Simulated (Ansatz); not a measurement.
The system is Se.

```
CELL_PARAMETERS angstrom
4.36620 0.00000 0.00000
-2.18310 3.78124 0.00000
0.00000 0.00000 4.95360
ATOMIC_POSITIONS crystal
Se 0.77460 0.77460 0.00000
Se 0.00000 0.22540 0.66667
Se 0.22540 0.00000 0.33333
```

Base run:

* Program: Ansatz 0.2.0
* Functional: LDA
* Potentials or basis: all-electron LAPW, scalar-relativistic
* Cutoff: 299 eV (chosen from the basis error)
* Basis error allowed: 0.002 eV/atom
* k mesh: 7 × 7 × 6
* Occupations: fermi-dirac, width 0.05 eV
* Spin: no spin polarisation

Its results: band gap on the k mesh 1.10 eV, indirect (least direct gap 1.41 eV); pressure -1.3 GPa; largest force 0.212 eV/Å.

Question: The run is repeated on the same cell with these changes: functional from LDA to PBEsol. What comes out?

Answer: Band gap on the k mesh 1.14 eV, indirect (least direct gap 1.45 eV); pressure 0.2 GPa; largest force 0.283 eV/Å.

PBEsol binds less tightly than LDA, so the same cell stands under more pressure.

Caveats: the mesh misses the band edges, which the band path finds closer together.
